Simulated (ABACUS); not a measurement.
Crystal: BN.

```
N B
1.0
     2.55394    0.00000    0.00000
    -1.27697    2.21178    0.00000
     0.00000    0.00000    4.22685
N B
2 2
Direct
  0.33333 0.66667 0.12528
  0.66667 0.33333 0.62528
  0.33333 0.66667 0.49972
  0.66667 0.33333 0.99972
```

Measurements of this composition are mostly on another form, of space group No. 194.

Base run:

- Program: ABACUS 3.10.1
- Functional: PBE
- Potentials or basis: PseudoDojo NC SR 0.5 PBE stringent
- Cutoff: 1361 eV
- Density cutoff: 5442 eV
- Basis: DZP LCAO (the cutoffs set its grid)
- k mesh: 11 × 11 × 6
- Occupations: fermi-dirac, width 0.05 eV
- Spin: no spin polarisation

Its results: band gap on the k mesh 5.48 eV, indirect (least direct gap 8.33 eV); pressure 0.5 GPa; largest force 0.015 eV/Å.

The run is repeated on the same cell with these changes: potentials or basis from PseudoDojo NC SR 0.5 PBE stringent to Ansatz NC PBE. What comes out?

Band gap on the k mesh 5.40 eV, indirect (least direct gap 8.28 eV); pressure 1.1 GPa; largest force 0.015 eV/Å.

Caveats: the atomic orbitals were generated for these runs and aren't a published set; an odd mesh through Γ misses points on the zone boundary, where band edges often lie; the basis of atomic orbitals isn't converged, which shifts pressures, moduli and gaps.

Not every run made on this cell is shown here.
